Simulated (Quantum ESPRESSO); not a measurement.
The system is NbP.

```xyz
4
Lattice="-1.6749 1.6749 5.7401 1.6749 -1.6749 5.7401 1.6749 1.6749 -5.7401" Properties=species:S:1:pos:R:3 pbc="T T T"
Nb    1.6749    0.0000    2.8687
Nb    0.0000    0.0000    5.7387
P     0.0000    1.6749    3.8200
P     0.0000    0.0000    0.9500
```

The cell is a database's computed one.

Base run:

| Property | Result |
| --- | --- |
| Program | Quantum ESPRESSO 7.5 |
| Functional | PBEsol |
| Potentials or basis | GBRV 1.5 PBEsol |
| Cutoff | 612 eV |
| Density cutoff | 4898 eV |
| k mesh | 11 × 11 × 11 |
| Occupations | fermi-dirac, width 0.05 eV |
| Spin | no spin polarisation |
| Hubbard terms | Nb d U = 4 eV |

Its results: band gap on the k mesh none (metal or under the smearing width); pressure -4.9 GPa; largest force 0.017 eV/Å.

Task: The run is repeated on the same cell with these changes: hubbard terms from Nb d U = 4 eV to Nb d U = 1 eV. What comes out?

Result: Band gap on the k mesh none (metal or under the smearing width); pressure -6.3 GPa; largest force 0.017 eV/Å.

Caveats: U without spin polarisation on a metal has little footing; the U is typed as a test and isn't derived for this compound.
